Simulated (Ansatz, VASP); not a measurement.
**PbS (Galena): VASP beside Ansatz**

Aim: how closely do two programs agree when they are given the same cell, functional and k mesh? The cell is a member of a volume series, scaled by 1.015 from a relaxed one, so a pressure remains.

Main program and level: Ansatz 0.2.0; plane waves, with VASP 6.6.1 beside it; single point at LDA, single point at PBE and single point at RPBE.

## (1) The structure

The structure is cubic, space group Fm-3m (No. 225). Conventional cell: a = 5.875 Å, b = 5.875 Å, c = 5.875 Å, α = 90.00°, β = 90.00°, γ = 90.00°. Nearest to Pb lie 6 S at 2.94 Å. S has 6 Pb at 2.94 Å nearest. Farther neighbours and most contacts between anions are not listed.

## (2) VASP: single point, LDA, volume scaled by 1.015

A single point gives forces, pressure and levels at one fixed geometry, so differences don't come from the geometry; what else differs is listed under the comparison.

Lines of VASP's logs that name or quote its potential files are left out, and so is its time.

The input asks for a relaxation, which ended at its first step since no free force or stress exceeded the threshold; so it serves as a single point.

File INCAR:

```
SYSTEM = PbS
PREC = Accurate
ENCUT = 450
EDIFF = 1E-06
NELM = 100
ISMEAR = 0
SIGMA = 0.03
LREAL = .FALSE.
ALGO = Normal
GGA = CA
NBANDS = 16
LORBIT = 11
LWAVE = .FALSE.
LCHARG = .FALSE.
KPAR = 2
IBRION = 2
NSW = 30
ISIF = 4
EDIFFG = -0.01
```

File POSCAR:

```
PbS
1.0
    0.0000000000      2.9375128407      2.9375128407
    2.9375128407      0.0000000000      2.9375128407
    2.9375128407      2.9375128407      0.0000000000
Pb S
1 1
Direct
    0.0000000000      0.0000000000      0.0000000000
    0.5000000000      0.5000000000      0.5000000000
```

File KPOINTS:

```
Automatic mesh
0
Gamma
6 6 6
0 0 0
```

PAW data sets: Pb_d and S (LDA family, release 64).

Command:

```
$ mpirun -np 2 vasp_std
```

Numbers of over 12 decimals in the logs are rounded to 6 here.

Log:

```text
[banner, memory and clock lines left out]
running    2 mpi-ranks, on    1 nodes
 distrk:  each k-point on    1 cores,    2 groups
 distr:  one band on    1 cores,    1 groups

 POSCAR found type information on POSCAR PbS
 POSCAR found :  2 types and       2 ions
 LDA part: xc-table for (Slater(with rela. corr.)+CA(PZ))
 , standard interpolation
 POSCAR, INCAR and KPOINTS ok, starting setup
 FFT: planning ... GRIDC
 FFT: planning ... GRID_SOFT
 FFT: planning ... GRID
 WAVECAR not read
 entering main loop
       N       E                     dE             d eps       ncg     rms          rms(c)
DAV:   1     0.147361062200E+03    0.14736E+03   -0.91361E+03   512   0.119E+03
DAV:   2    -0.241408647326E+00   -0.14760E+03   -0.14356E+03   560   0.321E+02
DAV:   3    -0.102081614457E+02   -0.99668E+01   -0.99372E+01   632   0.875E+01
DAV:   4    -0.104234398629E+02   -0.21528E+00   -0.21522E+00   688   0.151E+01
DAV:   5    -0.104319760296E+02   -0.85362E-02   -0.85356E-02   720   0.265E+00    0.470E+00
DAV:   6    -0.100112595154E+02    0.42072E+00   -0.13012E+00   816   0.820E+00    0.331E+00
DAV:   7    -0.100036839704E+02    0.75755E-02   -0.10182E-01   688   0.170E+00    0.179E+00
DAV:   9    -0.999994419910E+01    0.33304E-03   -0.20769E-03   808   0.373E-01    0.711E-02
DAV:  10    -0.999996726781E+01   -0.23069E-04   -0.12349E-04   648   0.777E-02    0.377E-02
DAV:  11    -0.999996406855E+01    0.31993E-05   -0.12460E-05   704   0.421E-02    0.929E-03
DAV:  12    -0.999996386707E+01    0.20148E-06   -0.92659E-07   432   0.148E-02
   1 F= -.99999639E+01 E0= -.99999448E+01  d E =-.999996E+01
 curvature:   0.00 expect dE= 0.000E+00 dE for cont linesearch  0.000E+00
 trial: gam= 0.00000 g(F)=  0.114E-60 g(S)=  0.801E-34 ort = 0.000E+00 (trialstep = 0.100E+01)
 search vector abs. value=  0.100E-09
 reached required accuracy - stopping structural energy minimisation
```

Parts of OUTCAR (step 2):

```text
ion  position               nearest neighbor table
   1  0.000  0.000  0.000-   2 2.94   2 2.94   2 2.94   2 2.94   2 2.94   2 2.94
   2  0.500  0.500  0.500-   1 2.94   1 2.94   1 2.94   1 2.94   1 2.94   1 2.94

  LATTYP: Found a face centered cubic cell.
 ALAT       =     5.8750256814

 Subroutine GETGRP returns: Found 48 space group operations
 (whereof 48 operations were pure point group operations)

The static configuration has the point symmetry O_h .

 Found     16 irreducible k-points:

   k-points           NKPTS =     16   k-points in BZ     NKDIM =     16   number of bands    NBANDS=     16

   dimension x,y,z NGX =    30 NGY =   30 NGZ =   30
   dimension x,y,z NGXF=    60 NGYF=   60 NGZF=   60

   ENCUT  =  450.0 eV  33.07 Ry    5.75 a.u.   7.19  7.19  7.19*2*pi/ulx,y,z

   NELECT =      20.0000    total number of electrons

 k-points in reciprocal lattice and weights: Automatic mesh
   0.00000000  0.00000000  0.00000000       0.005
   0.16666667  0.00000000  0.00000000       0.037
   0.33333333  0.00000000  0.00000000       0.037
   0.50000000  0.00000000  0.00000000       0.019
   0.16666667  0.16666667  0.00000000       0.028
   0.33333333  0.16666667  0.00000000       0.111
   0.50000000  0.16666667  0.00000000       0.111
  -0.33333333  0.16666667  0.00000000       0.111
  -0.16666667  0.16666667  0.00000000       0.056
[...]
-0.33333333  0.33333333  0.16666667       0.111
  -0.33333333  0.50000000  0.16666667       0.056

 average (electrostatic) potential at core
       1 -91.3159       2 -85.8230

 E-fermi :   6.0666

 k-point     1 :       0.0000    0.0000    0.0000
  band No.  band energies     occupation
    ...
      6      -7.8558      2.00000
      7      -0.0463      2.00000
      8       3.6739      2.00000
      9       3.6739      2.00000
     10       3.6739      2.00000
     11      11.1379      0.00000
     12      11.1379      0.00000
     13      11.1379      0.00000
     14      12.5548      0.00000
     15      12.5548      0.00000
    ...

 k-point     2 :       0.1667    0.0000    0.0000
  band No.  band energies     occupation
    ...
      6      -7.6055      2.00000
      7      -0.8711      2.00000
      8       3.7537      2.00000
      9       3.7537      2.00000
     10       4.2753      2.00000
     11       9.2747      0.00000
     12       9.8891      0.00000
     13       9.8891      0.00000
     14      12.4760      0.00000
     15      13.1795      0.00000
    ...

 k-point     3 :       0.3333    0.0000    0.0000
  band No.  band energies     occupation
    ...
      6      -6.9611      2.00000
      7      -2.3277      2.00000
      8       3.9616      2.00000
      9       3.9616      2.00000
     10       5.1954      2.00000
     11       7.3133      0.00000
     12       8.3742      0.00000
     13       8.3742      0.00000
     14      13.1785      0.00000
     15      14.6088      0.00000
    ...

  Total       -0.2817257     -0.2817257     -0.2817257      0.0000000      0.0000000      0.0000000
  in kB       -8.9036439     -8.9036439     -8.9036439      0.0000000      0.0000000      0.0000000
  external PRESSURE =      -8.9036439 kB  Pullay stress =       0.0000000 kB

  energy-cutoff  :      450.00
  volume of cell :       50.70
      direct lattice vectors                 reciprocal lattice vectors
     0.000000000  2.937512841  2.937512841    -0.170212022  0.170212022  0.170212022
     2.937512841  0.000000000  2.937512841     0.170212022 -0.170212022  0.170212022
     2.937512841  2.937512841  0.000000000     0.170212022  0.170212022 -0.170212022

 POSITION                                       TOTAL-FORCE (eV/Angst)
 -----------------------------------------------------------------------------------
      0.00000      0.00000      0.00000        -0.000000     -0.000000      0.000000
      2.93751      2.93751      2.93751         0.000000      0.000000     -0.000000
 -----------------------------------------------------------------------------------
    total drift:                               -0.000000      0.000000      0.000000

  FREE ENERGIE OF THE ION-ELECTRON SYSTEM (eV)
  ---------------------------------------------------
  free  energy   TOTEN  =        -9.9999638671 eV

  energy  without entropy=       -9.9999256511  energy(sigma->0) =       -9.99994476

 reached required accuracy - stopping structural energy minimisation

 total charge
# of ion       s       p       d       tot
------------------------------------------
    1        1.481   0.543   9.844  11.868
    2        1.353   2.320   0.000   3.672
--------------------------------------------------
tot          2.834   2.863   9.844  15.540

[... 3 further parts left out ...]
```

CONTCAR:

```
PbS
   1.00000000000000
     0.0000000000000000    2.9375128407000002    2.9375128407000002
     2.9375128407000002    0.0000000000000000    2.9375128407000002
     2.9375128407000002    2.9375128407000002    0.0000000000000000
  Pb              S
     1     1
Direct
     0.0000000000000000    0.0000000000000000    0.0000000000000000
     0.5000000000000000    0.5000000000000000    0.5000000000000000
```

## (3) Ansatz: single point, LDA, volume scaled by 1.015

Ansatz runs on its default PAW (the set named soft_2) files.

The same cell, functional (in two slightly different forms), mesh and smearing now go to Ansatz, which takes its cutoff from its data sets.

File input.yaml:

```yaml
crystal:
  lattice:
    - [0.0, 2.93751284, 2.93751284]
    - [2.93751284, 0.0, 2.93751284]
    - [2.93751284, 2.93751284, 0.0]
  atoms:
    - { symbol: Pb, position: [0.0, 0.0, 0.0] }
    - { symbol: S, position: [0.5, 0.5, 0.5] }
hamiltonian:
  xc: lda
  pseudopotentials: { kind: paw }
kpoints:
  mp_grid: { grid: [6, 6, 6] }
scf:
  occupations: { method: gaussian, width: 0.03 }
  n_extra_bands: 4
output:
  forces: true
  stress: true
  eigenvalues: true
  write_density: true
  write_potential: true
  elf: true
  volumetric_format: npy
```

Command:

```
$ ansatz run input.yaml --threads 2 --pin off --max-ram 4608MiB --backend cpu --events-out ev --progress --plain --runs-dir out
```

Log:

```text
scf.n_extra_bands = 4 over 10 filled bands (N_el = 20.0): the run solves 14 bands
Engine: ansatz 0.2.0, aarch64-unknown-linux-gnu
Pseudopotentials: kind: paw
Pseudopotential: Pb, paw, valence charge 14, recommended cutoff 420 eV (normal), Pb.paw.azcp
Pseudopotential: S, paw, valence charge 6, recommended cutoff 420 eV (normal), S.paw.azcp
Functional definition: SPW92
  exchange = slater_x
  correlation = pw_c
Crystal: 2 atoms, lattice volume = 50.695 Å³
Basis set: ecut = 420 eV, 965 PW (Γ)
Bands: 14, of which v1, the nominal top of the filled ones, is band 10 counted from 1 (9 counted from 0)
Symmetry: 48 space group operations
Space group: Fm-3m (ITA 225), of the structure as read, at distance tolerance 3.7e-5 Å
k-points: 16 of 216
Non-local potential: Pb, projectors of the file, l = 0: 2, l = 1: 2, l = 2: 2, l = 3: 2
Non-local potential: S, projectors of the file, l = 0: 2, l = 1: 2, l = 2: 2
PAW form: soft (Blöchl's): semilocal exchange-correlation on the pseudo side does not see the compensation charge
PAW frozen core: Pb, regenerated for the run's functional, and the local potential with it (the file was generated under x = pbe(κ = 0.804, μ = 0.219515), c = pbe(β = 0.066725))
PAW frozen core: S, regenerated for the run's functional, and the local potential with it (the file was generated under x = pbe(κ = 0.804, μ = 0.219515), c = pbe(β = 0.066725))
PAW one-centre angular grid: Pb, 590 points (default); XC on 64 Gauss nodes
PAW one-centre angular grid: S, 110 points (default); XC on 64 Gauss nodes
Initial density: superposition of atomic densities (neutral atoms: chi_scale 0, normalization atom), corrected by the library's trained network
Initial wavefunctions: pseudopotential atomic-orbital guess
Functional: x = slater, c = lda
SCF iter   1: F=—  HF=-12472.963793 eV  |F-HF|=—  |Δ(HF+E_count)|=         —  Δρ=5.83e-3  dr2=2.39e-2  ethr=1.77e-3  ⟨swp⟩=6.3  Hψ=1357  notcnv=0
preconditioner: auto → none  [insulator: Δε(μ)=0.062 eV  Ē_g=15.390 eV  σ=0.030 eV  W_gap=0.85  n_scr=14 (ndim 8)  ℏωp=23.3 eV  f_vac=0.000  D(μ)=0.48/eV (n_scr^D=0)  ε∞_Penn≈3.3]
SCF iter   2: F=—  HF=-12472.956699 eV  |F-HF|=—  |Δ(HF+E_count)|=   7.09e-3  Δρ=2.71e-3  dr2=5.83e-3  ethr=1.20e-4  ⟨swp⟩=2.0  Hψ=405  notcnv=0
SCF iter   3: F=—  HF=-12472.954971 eV  |F-HF|=—  |Δ(HF+E_count)|=   1.73e-3  Δρ=3.42e-4  dr2=7.93e-5  ethr=2.91e-5  ⟨swp⟩=1.8  Hψ=252  notcnv=0
SCF iter   4: F=—  HF=-12472.954946 eV  |F-HF|=—  |Δ(HF+E_count)|=   2.47e-5  Δρ=4.62e-5  dr2=5.01e-7  ethr=3.96e-7  ⟨swp⟩=2.2  Hψ=291  notcnv=0
iter 5 did not close the SCF: its close was put off for the readings that it lacked (scf_convergence_deferred on its scf_iter line)
SCF iter   5: F=-12472.954947 eV  HF=-12472.954947 eV  |F-HF|=4.42e-8  |Δ(HF+E_count)|=   1.77e-7  Δρ=1.32e-5  dr2=7.71e-8  ethr=2.50e-9  ⟨swp⟩=2.0  Hψ=384  notcnv=0
SCF iter   6: F=-12472.954947 eV  HF=-12472.954947 eV  |F-HF|=2.69e-10  |Δ(HF+E_count)|=   1.61e-8  Δρ=1.89e-6  dr2=1.15e-9  ethr=3.85e-10  ⟨swp⟩=6.9  Hψ=1477  notcnv=0
SCF 1 converged in 6 iterations: F = -12472.954947 eV  dr2 = 1.15e-9
  greatest PAW one-centre occupation: 0.982 electrons in one spin orbital (limit 2), on the Pb atom at site 0 (counted from 0), in its partial waves of l = 2
SCF converged after 6 iterations
Free energy (F): -12472.954947 eV
Harris-Foulkes:  -12472.954947 eV  (|F-HF|=2.69e-10)
Internal energy: -12472.954939 eV  (E = F + TS)
E sigma→0 (E₀):  -12472.954943 eV
Entropy (-TS):   -0.000008 eV (-0.004 meV/atom)
Fermi energy:    8.667947 eV
--- Per-component energies (eV) ---
  E_band       = -53.523848
  E_kinetic    = 394.858313
  E_local      = -1205.068558  (includes V_loc(G=0)·N_el)
  E_nonlocal   = 383.684360
  E_hartree    = 466.589637
  E_xc         = -316.152278
  E_vxc        = -222.068215  (∫ρ·V_xc dr)
  E_paw        = -10669.038242  (= ΣΔE_a)
  E_vpaw       = -338.109664  (= ΣTr[D̂ρ^β])
  E_aug_tail   = 0.000051  (compensation charges beyond the density's cutoff)
  E_ewald      = -1527.903705
  E_core_change = 0.075484  (= ΣΔE_core)
  E_smearing   = -0.000008  (= −TS)
  E_closure    = 0.000000  (closes the sum)
  Σ components = -12472.954947   (vs F -12472.954947, Δ=0.00e0)
--- Forces (eV/Å), atoms counted from 1 ---
  atom   1  Pb    -0.00000000     0.00000000    -0.00000000
  atom   2  S      0.00000000    -0.00000000    -0.00000000
  max |Σ_I F_I| component: 7.63e-30 eV/Å
--- Stress (GPa, compression-positive) ---
       -0.979082      -0.000000      -0.000000
       -0.000000      -0.979082      -0.000000
        0.000000      -0.000000      -0.979082
  P = ⅓ Tr σ = -0.9791 GPa (-9.791 kbar)
--- Band table (eV; the first three rows and the last of 16) ---
  k-point 0: bands = [... 6 lower, 2.5158, 6.2949, 6.2949, 6.2949, 13.7462, 13.7462, 13.7462, 15.1497]
  k-point 1: bands = [... 6 lower, 1.7012, 6.3751, 6.3751, 6.8853, 11.8809, 12.4961, 12.4961, 15.0854]
  k-point 2: bands = [... 6 lower, 0.2530, 6.5841, 6.5841, 7.7963, 9.9180, 10.9829, 10.9829, 15.7920]
  k-point 15: bands = [... 6 lower, 0.5791, 3.4811, 4.3871, 6.6850, 11.6561, 12.6896, 13.6375, 15.4112]
```

The job ended after 1.4 s (2 threads of Arm Neoverse N1, shared host; peak memory 0.28 GiB).

Reading the cycles: dr2 is the Hartree energy of the density residual (eV), the measure of convergence; HF is the Harris–Foulkes estimate of the energy, which meets the free energy F at convergence.

The run ends at a pressure of -0.98 GPa.

## (4) Differences

Known differences besides the potentials themselves: the two LDA forms differ slightly; the cutoff is 420 eV in Ansatz and 450 eV in VASP; VASP's log shows a relativistic correction to its local exchange, Ansatz's none. Total energies have different zeros and are not compared.

Compared:

```
              quantity  Ansatz   VASP  difference
        pressure (GPa)   -0.98  -0.89       -0.09
gap on the k mesh (eV)   0.125  0.100      +0.025
```

A gap on the mesh is an upper bound, since the band edges may lie between its points; neither run holds spin-orbit coupling, which can move the band edges of a compound of Pb.

## (5) Further runs

Further runs change the set-up of one program: Ansatz's method, potentials or start, or VASP's data sets, cutoff or form of LDA. The table gives Ansatz less VASP for each quantity, since a change that brings one quantity closer may part another.

```
                              run  pressure (GPa)  gap on the k mesh (eV)
                         as above          -0.089                   0.025
Ansatz's all-electron LAPW method          -0.074                   0.021
```

## (6) Ansatz: single point, PBE, volume scaled by 1.015

A single point gives forces, pressure and levels at one fixed geometry, so differences don't come from the geometry; what else differs is listed under the comparison. The cell compared in this pair holds 54.99 Å³, against 50.70 Å³ for the pair before.

The cell is a member of a volume series, scaled by 1.015 from a relaxed one, so a pressure remains.

input.yaml, the sections that differ from step 3:

```yaml
crystal:
  lattice:
    - [0.0, 3.01828394, 3.01828394]
    - [3.01828394, 0.0, 3.01828394]
    - [3.01828394, 3.01828394, 0.0]
  atoms:
    - { symbol: Pb, position: [0.0, 0.0, 0.0] }
    - { symbol: S, position: [0.5, 0.5, 0.5] }
hamiltonian:
  xc: pbe
  pseudopotentials: { kind: paw }
# kpoints, scf, output: as in step 3
```

Log:

```text
[...]
Crystal: 2 atoms, lattice volume = 54.993 Å³
Basis set: ecut = 420 eV, 1067 PW (Γ), exchange–correlation on 60×60×60 points (8 copies of the dense FFT grid, shifted against one another)
Bands: 14, of which v1, the nominal top of the filled ones, is band 10 counted from 1 (9 counted from 0)
Symmetry: 48 space group operations
[...]
k-points: 16 of 216
[...]
--- Band table (eV; the first three rows and the last of 16) ---
  k-point 0: bands = [... 6 lower, 1.5199, 5.7202, 5.7202, 5.7202, 12.6985, 12.6985, 12.6985, 14.4725]
  k-point 1: bands = [... 6 lower, 0.8940, 5.7867, 5.7867, 6.1680, 11.0289, 11.6231, 11.6231, 14.3861]
  k-point 2: bands = [... 6 lower, -0.2761, 5.9583, 5.9583, 6.9520, 9.1569, 10.2639, 10.2639, 15.0301]
  k-point 15: bands = [... 6 lower, 0.0246, 3.2289, 4.0367, 6.0134, 10.7646, 11.9650, 12.6369, 14.3967]
[key lines of the parts left out:]
SCF converged after 6 iterations
Free energy (F): -12809.571031 eV
Fermi energy:    7.862659 eV
P = ⅓ Tr σ = -0.7290 GPa (-7.290 kbar)
```

Run time: 1.4 s. Hardware: 2 threads; peak memory 0.29 GiB.

The run ends at a pressure of -0.73 GPa.

## (7) VASP: single point, PBE, volume scaled by 1.015

The same cell, functional, mesh and smearing now go to VASP, with its own data sets and cutoff.

The input asks for a relaxation, which ended at its first step since no free force or stress exceeded the threshold; so it serves as a single point.

Edit INCAR of step 2 so:

```diff
@@ -9,3 +9,3 @@
 ALGO = Normal
-GGA = CA
+GGA = PE
 NBANDS = 16
```

File POSCAR:

```
PbS
1.0
    0.0000000000      3.0182839396      3.0182839396
    3.0182839396      0.0000000000      3.0182839396
    3.0182839396      3.0182839396      0.0000000000
Pb S
1 1
Direct
    0.0000000000      0.0000000000      0.0000000000
    0.5000000000      0.5000000000      0.5000000000
```

KPOINTS is that of step 2.

PAW data sets: Pb_d and S (PBE family, release 64).

Command:

```
$ mpirun -np 2 vasp_std
```

Log:

```text
[banner, memory and clock lines left out]
running    2 mpi-ranks, on    1 nodes
[...]
LDA part: xc-table for (Slater+PW92), standard interpolation
 POSCAR, INCAR and KPOINTS ok, starting setup
[...]
entering main loop
       N       E                     dE             d eps       ncg     rms          rms(c)
DAV:   1     0.151774080946E+03    0.15177E+03   -0.88201E+03   520   0.115E+03
DAV:   2     0.100525253864E+01   -0.15077E+03   -0.14633E+03   568   0.313E+02
DAV:   3    -0.906734218832E+01   -0.10073E+02   -0.10048E+02   672   0.850E+01
DAV:   4    -0.928984412600E+01   -0.22250E+00   -0.22246E+00   640   0.154E+01
[...]
DAV:  11    -0.876952934294E+01    0.20713E-06   -0.56593E-05   744   0.875E-02    0.132E-02
DAV:  12    -0.876953061542E+01   -0.12725E-05   -0.37542E-06   688   0.192E-02    0.436E-03
DAV:  13    -0.876953055859E+01    0.56838E-07   -0.18201E-07   456   0.462E-03
   1 F= -.87695306E+01 E0= -.87695306E+01  d E =-.876953E+01
[...]
reached required accuracy - stopping structural energy minimisation
```

OUTCAR, selected parts (step 7):

```text
  Total       -0.2604825     -0.2604825     -0.2604825      0.0000000     -0.0000000      0.0000000
  in kB       -7.5889010     -7.5889010     -7.5889010      0.0000000     -0.0000000      0.0000000
  external PRESSURE =      -7.5889010 kB  Pullay stress =       0.0000000 kB

 POSITION                                       TOTAL-FORCE (eV/Angst)
 -----------------------------------------------------------------------------------
      0.00000      0.00000      0.00000         0.000000      0.000000     -0.000000
      3.01828      3.01828      3.01828        -0.000000     -0.000000      0.000000
 -----------------------------------------------------------------------------------
    total drift:                               -0.000000      0.000000      0.000000

  FREE ENERGIE OF THE ION-ELECTRON SYSTEM (eV)
  ---------------------------------------------------
  free  energy   TOTEN  =        -8.7695305586 eV

  energy  without entropy=       -8.7695305586  energy(sigma->0) =       -8.76953056

[... 2 parts as in an earlier step ...]

[... 2 further parts left out ...]
[key lines of the parts left out:]
E-fermi :   5.3022
```

## (8) Differences

What differs besides the data sets and the points named for the pairs above, as far as they apply: VASP leaves aspherical gradient terms in its spheres out (LASPH is not set), Ansatz keeps them. Total energies have different zeros and are not compared.

The two programs side by side:

```
              quantity  Ansatz   VASP  difference
        pressure (GPa)   -0.73  -0.76       +0.03
gap on the k mesh (eV)   0.538  0.544      -0.006
```

A gap on the mesh is an upper bound, since the band edges may lie between its points; neither run holds spin-orbit coupling, which can move the band edges of a compound of Pb. Ansatz's pressure holds a Pulay correction of 0.02 GPa; VASP's holds none.

(Part 1 of 2 ends here.)

[Lines on the potential files, build, host, timing and source positions are cut from VASP's logs without a mark.]

[Logs are printed without paths, hosts, clocks, repeated set-up lines and the standing remarks that a program may print on its own settings, such as how far it seeks lower states.]

[Hosts, paths, dates, database ids (printed as entryN), source tags and the programs' standing remarks are cut or masked in the printed files.]
